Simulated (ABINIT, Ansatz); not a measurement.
**NaCl (Fm-3m): modes at Γ and the response to a field**

Aim: the zone-centre modes of NaCl (Fm-3m).

Program: ABINIT 10.8.3. Level of theory: DFT LDA, scalar-relativistic, plane waves, PseudoDojo norm-conserving pseudopotentials. Results are calculated unless marked as measured.

The database entry behind the starting cell differs from later determinations by our own check (an axis about 0.4 % short against later determinations), so it need not match the best structure at ambient conditions.

## 1. The structure

It takes space group Fm-3m (No. 225, cubic). Conventional cell: a = 5.466 Å, b = 5.466 Å, c = 5.466 Å, α = 90.00°, β = 90.00°, γ = 90.00°. Na has 6 Cl at 2.73 Å nearest. Nearest to Cl lie 6 Na at 2.73 Å. Farther neighbours and most contacts between anions are not listed.

## 2. Relaxation

Frequencies change by per cents with a per cent of volume, so the structure is first brought to rest at this level of theory.

The starting cell comes from a relaxation made beforehand in Ansatz (LDA, PseudoDojo NC).

relax.abi

```
# relaxation
ionmov 2
optcell 2
ecutsm 0.5
dilatmx 1.08
ntime 40
tolmxf 2.0d-06
tolvrs 1.0d-14
prtwf 0
prtden 0
chksymtnons 0

# basis, mesh and filling
ecut 38.0
ngkpt 8 8 8
nshiftk 1
shiftk 0.0 0.0 0.0
istwfk *1
occopt 1
nband 8
nstep 100
diemac 9.0
prtebands 0
prtgsr 0

# cell and atoms
acell 3*1.0 Angstrom
rprim 
    0.0 2.733249468 2.733249468
    2.733249468 0.0 2.733249468
    2.733249468 2.733249468 0.0
ntypat 2
znucl 11 17
natom 2
typat 1 2
xred 
    0.0 0.0 0.0
    0.5 0.5 0.5
pp_dirpath "./pseudo"
pseudos "Na.upf, Cl.upf"
```

Launch:

```bash
OMP_NUM_THREADS=1 mpirun -n 2 abinit relax.abi > relax.log
```

Numbers of over 12 decimals in the logs are rounded to 6 here.

relax.abo, the main output file:

```text
[banners, grids, parts of the stress and lines that vanish by symmetry left out]
- input  file    -> relax.abi
- output file    -> relax.abo
- root for input  files -> relaxi
[...]
Symmetries : space group Fm -3 m (#225); Bravais cF (face-center cubic)
[...]
mpw =        3912          nfft =       91125          nkpt =          29
[...]
== DATASET  1 ==================================================================
[...]
cutoff_energies: {ecut:  38.0, pawecutdg:  -1.0, }
[...]
ETOT  1  -61.998298428817    -6.200E+01 4.210E-01 6.714E+01
 ETOT  2  -62.147438247477    -1.491E-01 2.373E-05 6.972E+00
 ETOT  3  -62.148526034897    -1.088E-03 4.710E-06 1.745E-01
 ETOT  4  -62.148545350414    -1.932E-05 6.965E-08 6.231E-03
 ETOT  5  -62.148545542878    -1.925E-07 7.206E-09 2.057E-04
[...]
At SCF step   11       vres2   =  4.94E-17 < tolvrs=  1.00E-14 =>converged.
[...]
sigma(1 1)=  5.61042674E-07  sigma(3 2)=  0.00000000E+00
  sigma(2 2)=  5.61042674E-07  sigma(3 1)=  0.00000000E+00
  sigma(3 3)=  5.61042674E-07  sigma(2 1)=  0.00000000E+00
[...]
convergence: {deltae: -4.476E-12, res2:  4.944E-17, residm:  1.014E-20, diffor: null, }
etotal    :  -6.21485456E+01
[...]
ETOT  1  -62.148545575061    -6.215E+01 1.311E-09 2.187E-04
[...]
At SCF step    8       vres2   =  4.27E-16 < tolvrs=  1.00E-14 =>converged.
[...]
sigma(1 1)=  5.13696385E-07  sigma(3 2)=  0.00000000E+00
  sigma(2 2)=  5.13696385E-07  sigma(3 1)=  0.00000000E+00
  sigma(3 3)=  5.13696385E-07  sigma(2 1)=  0.00000000E+00
[...]
convergence: {deltae: -1.052E-12, res2:  4.267E-16, residm:  3.628E-20, diffor: null, }
etotal    :  -6.21485456E+01
[...]
ETOT  1  -62.148543512779    -6.215E+01 2.668E-09 2.571E-02
[...]
ETOT  8  -62.148545632147     1.599E-12 4.374E-18 4.839E-14
 ETOT  9  -62.148545632144     3.041E-12 1.475E-20 8.900E-17
 At SCF step    9       vres2   =  8.90E-17 < tolvrs=  1.00E-14 =>converged.
[...]
sigma(1 1)= -6.09157424E-09  sigma(3 2)=  0.00000000E+00
  sigma(2 2)= -6.09157424E-09  sigma(3 1)=  0.00000000E+00
  sigma(3 3)= -6.09157424E-09  sigma(2 1)=  0.00000000E+00
[...]
convergence: {deltae:  3.041E-12, res2:  8.900E-17, residm:  1.475E-20, diffor: null, }
etotal    :  -6.21485456E+01
[...]
At Broyd/MD step   3, gradients are converged :
[...]
sigma(1 1)= -6.09157424E-09  sigma(3 2)=  0.00000000E+00
  sigma(2 2)= -6.09157424E-09  sigma(3 1)=  0.00000000E+00
  sigma(3 3)= -6.09157424E-09  sigma(2 1)=  0.00000000E+00
[...]
- sigma(1 1)= -1.79220302E-04  sigma(3 2)=  0.00000000E+00
- sigma(2 2)= -1.79220302E-04  sigma(3 1)=  0.00000000E+00
- sigma(3 3)= -1.79220302E-04  sigma(2 1)=  0.00000000E+00
[...]
fcart     -0.0000000000E+00 -0.0000000000E+00 -0.0000000000E+00
           strten     -6.0915742351E-09 -6.0915742351E-09 -6.0915742359E-09
================================================================================

[key lines of the parts left out:]
pressure_GPa:   1.7922E-04
Total energy (etotal) [Ha]= -6.21485456321442E+01
```

Elapsed: 44 s, on 2 MPI ranks of Arm Neoverse V2, shared host.

Little changed from the start: no atom moved by 0.005 Å and no cell edge by 0.1 %.

Numbers from this step:

```yaml
volume_per_atom: 20.41 Å³
pressure: 1.79e-4 GPa
```

## 3. Ground state

The response is built on these wavefunctions, so the potential is converged far more tightly than an energy would need. The mesh is shifted off Γ, since shifted meshes converge sums over the zone faster.

gs.abi

```
# ground state
tolvrs 1.0d-16
prtden 1
prtwf 1

# basis, mesh and filling
ecut 38.0
ngkpt 6 6 6
nshiftk 4
shiftk 
    0.5 0.5 0.5
    0.5 0.0 0.0
    0.0 0.5 0.0
    0.0 0.0 0.5
istwfk *1
occopt 1
nband 8
nstep 100
diemac 9.0
prtebands 0
prtgsr 0

# cell and atoms
acell 3*1.0 Angstrom
rprim 
    0.0 2.73270463 2.73270463
    2.73270463 0.0 2.73270463
    2.73270463 2.73270463 0.0
ntypat 2
znucl 11 17
natom 2
typat 1 2
xred 
    0.0 0.0 0.0
    0.5 0.5 0.5
pp_dirpath "./pseudo"
pseudos "Na.upf, Cl.upf"
```

Launch:

```bash
OMP_NUM_THREADS=1 mpirun -n 2 abinit gs.abi > gs.log
```

gs.abo, the main output file:

```text
[banners, grids, parts of the stress and lines that vanish by symmetry left out]
- input  file    -> gs.abi
- output file    -> gs.abo
- root for input  files -> gsi
[...]
Symmetries : space group Fm -3 m (#225); Bravais cF (face-center cubic)
[...]
mpw =        3097          nfft =       91125          nkpt =          28
[...]
== DATASET  1 ==================================================================
[...]
cutoff_energies: {ecut:  38.0, pawecutdg:  -1.0, }
[...]
ETOT  1  -62.006487753341    -6.201E+01 6.978E-01 6.329E+01
 ETOT  2  -62.148155003896    -1.417E-01 9.087E-06 3.020E+00
 ETOT  3  -62.148552787998    -3.978E-04 1.812E-06 2.058E-01
 ETOT  4  -62.148575881559    -2.309E-05 7.425E-08 3.065E-03
 ETOT  5  -62.148576060193    -1.786E-07 1.679E-09 7.362E-05
[...]
ETOT 11  -62.148576064814    -1.464E-12 2.994E-20 7.323E-16
 ETOT 12  -62.148576064809     5.350E-12 2.181E-22 6.804E-18
 At SCF step   12       vres2   =  6.80E-18 < tolvrs=  1.00E-16 =>converged.
[...]
sigma(1 1)=  1.10080871E-05  sigma(3 2)=  0.00000000E+00
  sigma(2 2)=  1.10080871E-05  sigma(3 1)=  0.00000000E+00
  sigma(3 3)=  1.10080871E-05  sigma(2 1)=  0.00000000E+00
[...]
convergence: {deltae:  5.350E-12, res2:  6.804E-18, residm:  2.181E-22, diffor: null, }
etotal    :  -6.21485761E+01
[...]
sigma(1 1)=  1.10080871E-05  sigma(3 2)=  0.00000000E+00
  sigma(2 2)=  1.10080871E-05  sigma(3 1)=  0.00000000E+00
  sigma(3 3)=  1.10080871E-05  sigma(2 1)=  0.00000000E+00
[...]
- sigma(1 1)=  3.23869105E-01  sigma(3 2)=  0.00000000E+00
- sigma(2 2)=  3.23869105E-01  sigma(3 1)=  0.00000000E+00
- sigma(3 3)=  3.23869105E-01  sigma(2 1)=  0.00000000E+00
[...]
fcart     -0.0000000000E+00 -0.0000000000E+00 -0.0000000000E+00
           strten      1.1008087136E-05  1.1008087136E-05  1.1008087136E-05
================================================================================

[key lines of the parts left out:]
pressure_GPa:  -3.2387E-01
```

Run time: 17 s. Hardware: 2 MPI ranks.

This step gave:

```yaml
pressure: -0.3239 GPa
```

The cell stands at -0.32 GPa: the relaxation ran with a smoothed cutoff and on another k mesh.

## 4. Empty bands

Empty bands on the ground state's density check that the gap assumed so far is there in this cell.

gap.abi

```
# empty bands on the ground state's density
iscf -2
getden_filepath "gso_DEN"
tolwfr 1.0d-12
nbdbuf 2
prtwf 0

# basis, mesh and filling
ecut 38.0
ngkpt 8 8 8
nshiftk 1
shiftk 0.0 0.0 0.0
istwfk *1
occopt 1
nband 12
nstep 100
diemac 9.0
prtebands 0
prtgsr 0

# cell and atoms
acell 3*1.0 Angstrom
rprim 
    0.0 2.73270463 2.73270463
    2.73270463 0.0 2.73270463
    2.73270463 2.73270463 0.0
ntypat 2
znucl 11 17
natom 2
typat 1 2
xred 
    0.0 0.0 0.0
    0.5 0.5 0.5
pp_dirpath "./pseudo"
pseudos "Na.upf, Cl.upf"
```

Launch:

```bash
OMP_NUM_THREADS=1 mpirun -n 2 abinit gap.abi > gap.log
```

gap.abo, the main output file:

```text
[banners, grids, parts of the stress and lines that vanish by symmetry left out]
- input  file    -> gap.abi
- output file    -> gap.abo
- root for input  files -> gapi
[...]
Symmetries : space group Fm -3 m (#225); Bravais cF (face-center cubic)
[...]
mpw =        3119          nfft =       91125          nkpt =          29
[...]
== DATASET  1 ==================================================================
[...]
cutoff_energies: {ecut:  38.0, pawecutdg:  -1.0, }
[...]
-outvars: echo values of variables after computation
            acell      1.8897261259E+00  1.8897261259E+00  1.8897261259E+00 Bohr
================================================================================
```

Elapsed: 13 s, on 2 MPI ranks; 25 s of CPU time.

This step gave:

```yaml
gap_on_the_k_mesh: 5.073 eV
```

In this cell the gap on the mesh is 5.1 eV, direct, so fixed occupations hold.

## 5. Zone-centre response

The derivative of the wavefunctions by k comes first, since the response to a field is built on it; then the field and the displacements that symmetry doesn't supply are solved at q = 0. By the 2n+1 theorem the first-order wavefunctions also give third derivatives: Raman tensors and the non-linear susceptibility.

It reads the wavefunctions written in step 3.

dfpt_gamma.abi

```
ndtset 3

# common to the responses
getwfk_filepath "gso_WFK"
kptopt 2
nqpt 1
qpt 0.0 0.0 0.0
asr 0
chneut 0

# d/dk
rfelfd1 2
rfdir1 1 1 1
iscf1 -3
tolwfr1 1.0d-20

# displacements, field
rfphon2 1
rfatpol2 1 2
rfdir2 1 1 1
rfelfd2 3
getddk2 1
tolvrs2 1.0d-10
prepanl2 1
prtden2 1

# third order
optdriver3 5
getden_filepath3 "gso_DEN"
get1den3 2
get1wf3 2
getddk3 1
d3e_pert1_elfd3 1
d3e_pert1_phon3 1
d3e_pert1_atpol3 1 2
d3e_pert1_dir3 1 1 1
d3e_pert2_elfd3 1
d3e_pert2_dir3 1 1 1
d3e_pert3_elfd3 1
d3e_pert3_dir3 1 1 1
usepead3 1
tolvrs3 1.0d-10

# basis, mesh and filling
ecut 38.0
ngkpt 6 6 6
nshiftk 4
shiftk 
    0.5 0.5 0.5
    0.5 0.0 0.0
    0.0 0.5 0.0
    0.0 0.0 0.5
istwfk *1
occopt 1
nband 8
nstep 100
diemac 9.0
prtebands 0
prtgsr 0

# cell and atoms
acell 3*1.0 Angstrom
rprim 
    0.0 2.73270463 2.73270463
    2.73270463 0.0 2.73270463
    2.73270463 2.73270463 0.0
ntypat 2
znucl 11 17
natom 2
typat 1 2
xred 
    0.0 0.0 0.0
    0.5 0.5 0.5
pp_dirpath "./pseudo"
pseudos "Na.upf, Cl.upf"
```

Launch:

```bash
OMP_NUM_THREADS=1 mpirun -n 2 abinit dfpt_gamma.abi > dfpt_gamma.log
```

dfpt_gamma.abo, the main output file:

```text
[banners, grids, parts of the stress and lines that vanish by symmetry left out]
- input  file    -> dfpt_gamma.abi
- output file    -> dfpt_gamma.abo
- root for input  files -> dfpt_gammai
[...]
DATASET    1 : space group Fm -3 m (#225); Bravais cF (face-center cubic)
[...]
nfft =       91125          nkpt =         432
[...]
DATASET    2 : space group Fm -3 m (#225); Bravais cF (face-center cubic)
[...]
nfft =       91125          nkpt =         432
[...]
DATASET    3 : space group Fm -3 m (#225); Bravais cF (face-center cubic)
[...]
mpw =        3097          nfft =       91125          nkpt =         432
[...]
== DATASET  1 ==================================================================
[...]
cutoff_energies: {ecut:  38.0, pawecutdg:  -1.0, }
[...]
- 17.00000   7.00000  180309                  znucl, zion, pspdat
[...]
Perturbation : derivative vs k along direction   1
[...]
-ETOT  1  -19.031122003774     -1.903E+01 8.750E-02 0.000E+00
 ETOT  2  -19.052073263978     -2.095E-02 1.512E-04 0.000E+00
 ETOT  3  -19.052115593786     -4.233E-05 4.280E-07 0.000E+00
 ETOT  4  -19.052115725983     -1.322E-07 1.219E-09 0.000E+00
 ETOT  5  -19.052115726443     -4.596E-10 5.965E-12 0.000E+00
[...]
At SCF step    9   max residual=  9.97E-21 < tolwfr=  1.00E-20 =>converged.
[...]
Perturbation : derivative vs k along direction   2
[...]
-ETOT  1  -19.031122003510     -1.903E+01 8.750E-02 0.000E+00
[...]
At SCF step    9   max residual=  9.98E-21 < tolwfr=  1.00E-20 =>converged.
[...]
Perturbation : derivative vs k along direction   3
[...]
-ETOT  1  -19.031122003245     -1.903E+01 8.750E-02 0.000E+00
[...]
At SCF step    9   max residual=  9.97E-21 < tolwfr=  1.00E-20 =>converged.
[...]
1        1       0.8947832136   -0.0000000000
     1        2       0.4473916068   -0.0000000000
     1        3       0.4473916068   -0.0000000000
     2        1       0.4473916068   -0.0000000000
     2        2       0.8947832136   -0.0000000000
     2        3       0.4473916068   -0.0000000000
     3        1       0.4473916068   -0.0000000000
     3        2       0.4473916068   -0.0000000000
     3        3       0.8947832136   -0.0000000000
[...]
== DATASET  2 ==================================================================
[...]
cutoff_energies: {ecut:  38.0, pawecutdg:  -1.0, }
[...]
Perturbation : displacement of atom   1   along direction   1
[...]
-ETOT  1   3.586972     -1.105E+04 1.205E+01 1.415E+02
[...]
At SCF step   10       vres2   =  1.70E-12 < tolvrs=  1.00E-10 =>converged.
[...]
Perturbation : displacement of atom   2   along direction   1
[...]
-ETOT  1   1.537418     -6.403E+02 2.105E+00 1.047E+03
[...]
At SCF step    9       vres2   =  5.53E-11 < tolvrs=  1.00E-10 =>converged.
[...]
Perturbation : homogeneous electric field along direction   1
[...]
-ETOT  1  -34.491598175313     -3.449E+01 5.606E-01 3.120E+04
[...]
At SCF step   10       vres2   =  1.62E-11 < tolvrs=  1.00E-10 =>converged.
[...]
Perturbation : homogeneous electric field along direction   2
[...]
-ETOT  1  -34.491598174706     -3.449E+01 5.606E-01 3.120E+04
 ETOT  2  -39.945298989643     -5.454E+00 5.313E-02 2.761E+03
 ETOT  3  -40.780185345026     -8.349E-01 5.934E-03 6.522E+01
```

Run time: 19 min. Hardware: 2 MPI ranks.

The run was cut off at its time limit.

[end of part 1 of 2]

[Host names and launcher messages were left out of these logs when they were recorded.]

[Logs are printed without paths, hosts, clocks, repeated set-up lines and the standing remarks that a program may print on its own settings, such as how far it seeks lower states.]

[Hosts, paths, dates, database ids (printed as entryN), source tags and the programs' standing remarks are cut or masked in the printed files.]
